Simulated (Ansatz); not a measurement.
**Mo: a short molecular-dynamics run**

What does Mo do over 60 steps of 0.5 fs under a Langevin thermostat at 900 K? The cell is a distorted structure of 8 atoms, taken as it stands, without a relaxation.

All numbers below are computed with Ansatz 0.2.0 (DFT PBE, plane waves, PAW, scalar-relativistic, no spin polarisation).

## (1) Starting point

The cell holds 8 atoms (Mo8): a = 5.215 Å, b = 5.233 Å, c = 5.213 Å, α = 85.24°, β = 116.56°, γ = 84.70°.

Coordinates:

```xyz
8
Lattice="1.5841 4.7189 1.5539 4.7260 -1.5795 1.5997 1.5631 -1.5442 -4.7270" Properties=species:S:1:pos:R:3 pbc="T T T"
Mo    0.0780    0.0492   -0.0414
Mo    6.3123    0.0337   -0.0456
Mo    3.2120    0.0339    0.0070
Mo    4.7425    1.5526   -1.6751
Mo    3.1960    0.0699   -3.1214
Mo    3.1718    3.1967    0.0158
Mo    4.8442   -1.6081   -1.4900
Mo    4.7200    1.5747    1.6139
```

## (2) The run

input.yaml reads:

```yaml
crystal:
  lattice:
    - [1.584055, 4.718852, 1.553905]
    - [4.725997, -1.579485, 1.599676]
    - [1.563104, -1.544189, -4.727049]
  atoms:
    - { symbol: Mo, position: [0.017519, 0.005245, 0.016301] }
    - { symbol: Mo, position: [0.508395, 0.995368, 0.513619] }
    - { symbol: Mo, position: [0.260851, 0.507538, 0.256033] }
    - { symbol: Mo, position: [0.747512, 0.498642, 0.768839] }
    - { symbol: Mo, position: [0.387135, 0.257224, 0.874645] }
    - { symbol: Mo, position: [0.883566, 0.251837, 0.372341] }
    - { symbol: Mo, position: [0.12263, 0.779121, 0.619171] }
    - { symbol: Mo, position: [0.623517, 0.750837, 0.117636] }
kpoints:
  mp_grid: { grid: [3, 3, 3] }
magnetization:
  spin_polarized: false
scf:
  occupations: { method: gaussian, width: 0.1 }
hamiltonian:
  pseudopotentials: { kind: paw }
  xc: pbe
basis:
  ecutwfc: 420
md:
  timestep: 0.5
  n_steps: 60
  ensemble: nvt_langevin
  temperature: 900.0
  initial_velocities: maxwell_boltzmann
  seed: 183690
```

Run with:

```
$ ansatz run input.yaml --threads 2 --pin off --max-ram 2560MiB --backend cpu --events-out ev --progress --plain --runs-dir out
```

The log of the run, shortened:

```text
Warning: md: disabling space-group detection — thermal motion breaks the input geometry's symmetry, so no spatial operation reduces the k-mesh or symmetrises the density; time reversal is kept, so that k and −k are solved as one point where they differ and the mesh holds both, and exact [...]
Warning: RAYON_NUM_THREADS=2 ignored (pool sized by the plan → 2); use --threads N
[...]
Pseudopotentials: kind: paw
Pseudopotential: Mo, paw, valence charge 14, recommended cutoff 420 eV (normal), Mo.paw.azcp
Functional definition: PBE
[...]
Crystal: 8 atoms, lattice volume = 125.455 Å³
Basis set: ecut = 420 eV, 2449 PW (Γ), exchange–correlation on 72×72×72 points (8 copies of the dense FFT grid, shifted against one another)
Bands: 68, of which v1, the nominal top of the filled ones, is band 56 counted from 1 (55 counted from 0)
Symmetry: 1 space group operations
k-points: 14 of 27 (time reversal used)
[...]
SCF iter   1: F=—  HF=-39647.962328 eV  |F-HF|=—  |Δ(HF+E_count)|=         —  Δρ=4.12e-3  dr2=1.45e-2  ethr=1.77e-3  ⟨swp⟩=4.4  Hψ=3051  notcnv=0
[...]
md step     0: t =     0.00 fs  T =   787.5 K  F+E_penalty+E_count = -39647.96078512 eV  E_kin = 0.814338 eV  (6 SCF iters)
[...]
md step    15: t =     7.50 fs  T =   952.2 K  F+E_penalty+E_count = -39647.96552808 eV  E_kin = 0.984618 eV  (3 SCF iters)
[...]
md step    30: t =    15.00 fs  T =   893.4 K  F+E_penalty+E_count = -39647.90803392 eV  E_kin = 0.923873 eV  (6 SCF iters)
[...]
md step    45: t =    22.50 fs  T =   886.5 K  F+E_penalty+E_count = -39647.78632687 eV  E_kin = 0.916738 eV  (3 SCF iters)
[...]
md step    59: t =    29.50 fs  T =   863.9 K  F+E_penalty+E_count = -39647.60739293 eV  E_kin = 0.893381 eV  (4 SCF iters)
[...]
md step    60: t =    30.00 fs  T =   785.7 K  F+E_penalty+E_count = -39647.59265471 eV  E_kin = 0.812456 eV  (6 SCF iters)
SCF converged after 6 iterations
Free energy (F): -39647.592655 eV
[...]
E sigma→0 (E₀):  -39647.582587 eV
Entropy (-TS):   -0.020134 eV (-2.517 meV/atom)
Fermi energy:    20.958488 eV
[...]
--- Forces (eV/Å), atoms counted from 1 ---
  atom   1  Mo     0.19454086    -1.29687705    -1.01003622
  atom   2  Mo     0.81059400     1.03054581     1.12130209
  atom   3  Mo     1.00362321    -0.92612768     1.02105527
  atom   4  Mo    -1.04349882    -0.29834259    -1.65931973
  atom   5  Mo    -1.04285546     0.81090408     0.09028848
  atom   6  Mo    -0.06614906    -1.80899800     0.20629059
  atom   7  Mo    -0.28452484     0.82524149    -0.47378866
  atom   8  Mo     0.42827068     1.66365394     0.70420806
[...]
--- MD trajectory: 60 steps, t = 0.0 → 30.0 fs ---
  final state: T = 785.7 K   F+E_penalty+E_count = -39647.59265471 eV   E_kin = 0.812456 eV
```

It took 97 s on 2 threads of an x86-64 CPU, shared host; peak memory 0.55 GiB.

## (3) What the atoms did

One step in 5; energies are changes from step 0; msd is the mean square displacement from the start, the centre of mass held:

```
time (fs)  T (K)  potential energy change (meV/atom)  msd Mo (Å²)
      0.0    788                                 0.0        0.000
      2.5    770                                -0.8        0.000
      5.0    896                                -1.1        0.000
      7.5    952                                -0.6        0.001
     10.0    854                                 1.0        0.002
     12.5    918                                 3.1        0.003
     15.0    893                                 6.6        0.005
     17.5    926                                11.3        0.006
     20.0    946                                16.3        0.008
     22.5    887                                21.8        0.010
     25.0    894                                28.5        0.012
     27.5    858                                36.9        0.014
     30.0    786                                46.0        0.017
```

time (fs), T (K) and a bar:
```
      0.0        788 ###
      1.5        765 
      2.5        770 #
      4.0        831 #########
      5.0        896 #################
      6.5        888 ################
      8.0        946 ########################
      9.0        900 ##################
     10.5        892 #################
     11.5        917 ####################
     13.0        991 ##############################
     14.5        981 #############################
     15.5        874 ##############
     17.0        877 ###############
     18.5        955 #########################
     19.5        957 ##########################
     21.0        938 #######################
     22.0        862 #############
     23.5        901 ##################
     25.0        894 #################
     26.0        889 #################
     27.5        858 ############
     28.5        828 ########
     30.0        786 ###
```

## (4) Snapshots as a file

Positions (Å) and forces (eV/Å):

```xyz
8
Lattice="1.584 4.719 1.554 4.726 -1.579 1.600 1.563 -1.544 -4.727" Properties=species:S:1:pos:R:3:forces:R:3 pbc="T T T" time_fs=4.0 T=831 dE=-0.0080
Mo    0.078    0.052   -0.031   -0.466   -0.390    0.603
Mo    6.307    0.023   -0.047    0.653    0.351    1.038
Mo    3.200    0.049   -0.008   -0.102   -0.314    0.318
Mo    4.753    1.550   -1.661    0.212    1.090    1.425
Mo    3.213    0.063   -3.116   -0.349   -0.569   -0.812
Mo    3.175    3.218    0.013    0.525   -0.910   -0.617
Mo    4.838   -1.608   -1.483   -1.277    0.508   -1.341
Mo    4.723    1.558    1.604    0.803    0.233   -0.613
8
Lattice="1.584 4.719 1.554 4.726 -1.579 1.600 1.563 -1.544 -4.727" Properties=species:S:1:pos:R:3:forces:R:3 pbc="T T T" time_fs=7.5 T=952 dE=-0.0047
Mo    0.078    0.053   -0.016   -0.444   -0.508    0.391
Mo    6.303    0.016   -0.049    0.755    0.447    1.036
Mo    3.191    0.061   -0.017    0.073   -0.500    0.468
Mo    4.766    1.556   -1.647    0.089    0.972    1.131
Mo    3.233    0.055   -3.114   -0.577   -0.353   -0.825
Mo    3.177    3.234    0.009    0.513   -1.136   -0.447
Mo    4.835   -1.611   -1.479   -1.207    0.553   -1.380
Mo    4.727    1.540    1.594    0.797    0.525   -0.373
8
Lattice="1.584 4.719 1.554 4.726 -1.579 1.600 1.563 -1.544 -4.727" Properties=species:S:1:pos:R:3:forces:R:3 pbc="T T T" time_fs=11.0 T=884 dE=0.0144
Mo    0.073    0.058    0.003   -0.353   -0.679    0.121
Mo    6.300    0.011   -0.053    0.824    0.512    1.082
Mo    3.181    0.070   -0.023    0.254   -0.629    0.558
Mo    4.779    1.565   -1.630   -0.062    0.789    0.806
Mo    3.250    0.046   -3.113   -0.768   -0.098   -0.791
Mo    3.182    3.248    0.006    0.456   -1.334   -0.258
Mo    4.828   -1.615   -1.475   -1.109    0.652   -1.377
Mo    4.732    1.523    1.584    0.759    0.787   -0.141
8
Lattice="1.584 4.719 1.554 4.726 -1.579 1.600 1.563 -1.544 -4.727" Properties=species:S:1:pos:R:3:forces:R:3 pbc="T T T" time_fs=15.0 T=893 dE=0.0528
Mo    0.067    0.062    0.025   -0.220   -0.822   -0.195
Mo    6.299    0.006   -0.060    0.883    0.584    1.156
Mo    3.171    0.077   -0.031    0.438   -0.722    0.656
Mo    4.798    1.581   -1.606   -0.298    0.520    0.358
Mo    3.267    0.042   -3.117   -0.925    0.140   -0.692
Mo    3.188    3.263    0.001    0.358   -1.511   -0.041
Mo    4.818   -1.617   -1.474   -0.964    0.739   -1.299
Mo    4.738    1.505    1.576    0.728    1.073    0.057
8
Lattice="1.584 4.719 1.554 4.726 -1.579 1.600 1.563 -1.544 -4.727" Properties=species:S:1:pos:R:3:forces:R:3 pbc="T T T" time_fs=19.0 T=999 dE=0.1138
Mo    0.061    0.066    0.046   -0.106   -0.941   -0.477
Mo    6.300    0.001   -0.066    0.894    0.681    1.206
Mo    3.161    0.082   -0.040    0.614   -0.784    0.783
Mo    4.814    1.597   -1.577   -0.524    0.279   -0.154
Mo    3.279    0.039   -3.126   -1.007    0.343   -0.539
Mo    3.191    3.277    0.001    0.302   -1.662    0.086
Mo    4.809   -1.615   -1.478   -0.837    0.797   -1.166
Mo    4.745    1.491    1.566    0.663    1.287    0.261
8
Lattice="1.584 4.719 1.554 4.726 -1.579 1.600 1.563 -1.544 -4.727" Properties=species:S:1:pos:R:3:forces:R:3 pbc="T T T" time_fs=22.5 T=887 dE=0.1745
Mo    0.057    0.068    0.061   -0.022   -1.021   -0.669
Mo    6.303   -0.007   -0.068    0.870    0.785    1.206
Mo    3.154    0.085   -0.047    0.751   -0.831    0.910
Mo    4.826    1.606   -1.544   -0.689    0.102   -0.684
Mo    3.286    0.037   -3.136   -1.029    0.489   -0.368
Mo    3.197    3.287    0.002    0.193   -1.765    0.178
Mo    4.798   -1.615   -1.483   -0.653    0.840   -1.003
Mo    4.752    1.483    1.560    0.579    1.400    0.430
8
Lattice="1.584 4.719 1.554 4.726 -1.579 1.600 1.563 -1.544 -4.727" Properties=species:S:1:pos:R:3:forces:R:3 pbc="T T T" time_fs=26.0 T=889 dE=0.2542
Mo    0.052    0.071    0.074    0.067   -1.130   -0.834
Mo    6.305   -0.015   -0.069    0.854    0.890    1.179
Mo    3.148    0.087   -0.054    0.873   -0.877    0.998
Mo    4.838    1.617   -1.513   -0.859   -0.080   -1.196
Mo    3.291    0.036   -3.149   -1.013    0.618   -0.170
Mo    3.205    3.293    0.004    0.069   -1.813    0.226
Mo    4.790   -1.612   -1.493   -0.476    0.868   -0.782
Mo    4.761    1.474    1.554    0.484    1.523    0.579
8
Lattice="1.584 4.719 1.554 4.726 -1.579 1.600 1.563 -1.544 -4.727" Properties=species:S:1:pos:R:3:forces:R:3 pbc="T T T" time_fs=30.0 T=786 dE=0.3681
Mo    0.045    0.077    0.088    0.195   -1.297   -1.010
Mo    6.310   -0.025   -0.070    0.811    1.031    1.121
Mo    3.143    0.088   -0.058    1.004   -0.926    1.021
Mo    4.853    1.631   -1.482   -1.043   -0.298   -1.659
Mo    3.299    0.031   -3.165   -1.043    0.811    0.090
Mo    3.212    3.297    0.011   -0.066   -1.809    0.206
Mo    4.783   -1.604   -1.506   -0.285    0.825   -0.474
Mo    4.769    1.463    1.547    0.428    1.664    0.704
```

## (5) What came out

| quantity | value |
| --- | --- |
| length | 60 steps of 0.5 fs |
| temperature, first and last step | 788 and 786 K |
| temperature, second half | mean 895 K, from 786 to 999 K |
| potential energy, second half | +24 meV/atom from the start |
| mean square displacement, second half | Mo 0.010 Å² |

Against a set 900 K the second half averages 895 K with a spread of 47 K (in equilibrium 8 atoms would scatter by about 260 K, over a far longer run). No atom gets farther than 0.22 Å from its start, with the drift of the whole removed, against a typical distance of 2.6 Å between sites at the start. 30 fs on 8 atoms is far too short and small for converged averages. The k-mesh is coarse.
